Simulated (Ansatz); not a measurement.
**NbAs (rocksalt): equation of state**

One table from this session's results is given with a row withheld; the runs are named, their logs left out.

Program: Ansatz 0.2.0. Level of theory: DFT r²SCAN, scalar-relativistic, plane waves, PAW. These are calculated values, not measurements.

1 further run of the same task is left out (it didn't finish). Runs told in other sessions of the task aren't counted.

### Starting point

It takes space group Fm-3m (No. 225, cubic). The conventional cell has a = 5.259 Å, b = 5.259 Å, c = 5.259 Å, α = 90.00°, β = 90.00°, γ = 90.00°. Nb (site symmetry m-3m) has 6 As at 2.63 Å in its first shell of neighbours. Around As (site symmetry m-3m) lie 6 Nb at 2.63 Å.

Coordinates:

```cif
data_structure
_symmetry_space_group_name_H-M 'Fm-3m'
_symmetry_Int_Tables_number 225
_cell_length_a 5.2587
_cell_length_b 5.2587
_cell_length_c 5.2587
_cell_angle_alpha 90.000
_cell_angle_beta 90.000
_cell_angle_gamma 90.000
_cell_volume 145.42
loop_
_atom_site_label
_atom_site_type_symbol
_atom_site_symmetry_multiplicity
_atom_site_Wyckoff_symbol
_atom_site_fract_x
_atom_site_fract_y
_atom_site_fract_z
_atom_site_occupancy
Nb1 Nb 4 b 0.50000 0.00000 0.00000 1
As1 As 4 a 0.00000 0.00000 0.00000 1
```

This cell comes from an earlier session at r²SCAN: 18.178 Å³/atom at 0.00 GPa, on a 12×12×12 mesh.

Volume factors to run: 0.980, 1.020, 0.960, 1.040, 1.070.

Set-up of the first run:

File input.yaml:

```yaml
crystal:
  lattice:
    - [0.0, 2.6117074975, 2.6117074975]
    - [2.6117074975, 0.0, 2.6117074975]
    - [2.6117074975, 2.6117074975, 0.0]
  atoms:
    - { symbol: Nb, position: [0.5, 0.5, 0.5] }
    - { symbol: As, position: [0.0, 0.0, 0.0] }
basis:
  ecutwfc: 500
  ecutrho_ratio: 4
kpoints:
  mp_grid: { grid: [12, 12, 12] }
hamiltonian:
  xc: r2scan
scf:
  occupations: { method: gaussian, width: 0.05 }
output:
  forces: true
  stress: true
  eigenvalues: true
```

Started as:

```sh
$ ansatz run input.yaml --threads 2 --pin off --max-ram 2662MiB --backend cpu --events-out ev --progress --plain --runs-dir out
```

Steps of the session up to this table: Scaling the volume by 0.980; Scaling the volume by 1.020; Scaling the volume by 0.960; Scaling the volume by 1.040; At 1.070 of the relaxed volume.

One table of the session follows, with a row left open; its other results are not shown here.

It belongs to the step «Energy and pressure against volume». 

```
volume (Å³/atom)  energy (meV/atom)  pressure (GPa)
          17.451              14.88            6.81
          17.814               3.58            3.22
          18.178               0.00            0.00
          18.542               3.37           -2.90
          18.905                  ?               ?
          19.451              37.67           -8.92
```

Estimate the missing values for volume (Å³/atom) = 18.905.

Worked estimate for «energy (meV/atom)». A straight line through the neighbours (18.542, 3.37) and (19.451, 37.67) gives 3.37 + (37.67 − 3.37) × (18.905 − 18.542) / (19.451 − 18.542) = 17.07; a parabola fitted to 3 rows on both sides gives 12.63.

**Answer.** energy (meV/atom): 12.96; pressure (GPa): -5.50. In «energy (meV/atom)» the line misses by +4.11 and the parabola by -0.33.
